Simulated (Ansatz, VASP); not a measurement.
## One calculation of In, two programs

INCAR

```
SYSTEM = In
ALGO = Normal
DIPOL = 0.5 0.5 0.500
EDIFF = 1E-7
ENCUT = 520
GGA = PE
IDIPOL = 3
ISIF = 2
ISMEAR = -1
LASPH = .True.
LCHARG = .True.
LDIPOL = .True.
LELF = .True.
LREAL = .False.
LVACPOTAV = .True.
LVHAR = .True.
LWAVE = .False.
NBANDS = 34
NELM = 60
PREC = Accurate
SIGMA = 0.05
```

Contents of KPOINTS:

```
k-points
0
Gamma
  9 9 1
  0 0 0
```

File POSCAR:

```
In
1.0
    3.3354847820      0.0000000000      0.0000000000
   -1.6677423910      2.8886145552      0.0000000000
    0.0000000000      0.0000000000     23.2637143800
In
4
Direct
    0.6666666700      0.3333333400      0.3223904780
    0.3333333300      0.6666666600      0.4407968260
    0.6666666700      0.3333333400      0.5592031740
    0.3333333300      0.6666666600      0.6776095220
```

The input input.yaml:

```yaml
crystal:
  lattice:
    - [3.335484782, 0.0, 0.0]
    - [-1.667742391, 2.8886145552, 0.0]
    - [0.0, 0.0, 23.26371438]
  atoms:
    - { symbol: In, position: [0.66666667, 0.33333334, 0.322390478] }
    - { symbol: In, position: [0.33333333, 0.66666666, 0.440796826] }
    - { symbol: In, position: [0.66666667, 0.33333334, 0.559203174] }
    - { symbol: In, position: [0.33333333, 0.66666666, 0.677609522] }
hamiltonian:
  xc: pbe
  pseudopotentials: { kind: paw }
kpoints:
  mp_grid: { grid: [9, 9, 1] }
scf:
  occupations: { method: fermi_dirac, width: 0.05 }
output:
  forces: true
  eigenvalues: true
efield:
  axis: 3
  dipole_correction: true
  ramp_width: 0.04
```

Alike in both runs: task single point; functional PBE; k mesh 9 × 9 × 1; occupations fermi-dirac, width 0.05 eV; no spin polarisation.

|  | VASP | Ansatz |
| --- | --- | --- |
| version | VASP 6.6.1 | Ansatz 0.2.0 |
| potentials or method | VASP PAW PBE potentials, release 64 (In_d) | Ansatz PAW |
| plane-wave cutoff (eV) | 520 | 420 |
| valence electrons in the cell | 52 | 52 |

|  | VASP | Ansatz | Ansatz less VASP |
| --- | --- | --- | --- |
| gap on the k mesh at the Fermi level (eV) | none | none | - |
| rms of the force components (eV/Å) | 0.060 | 0.060 | -0.0001 |
| work function, face that differs most (eV) | 3.75 | 3.75 | 0.000 |

Atom by atom the forces differ by 0.000 eV/Å (rms over components). A gap of «none» marks a metal or a gap that the smearing closes.
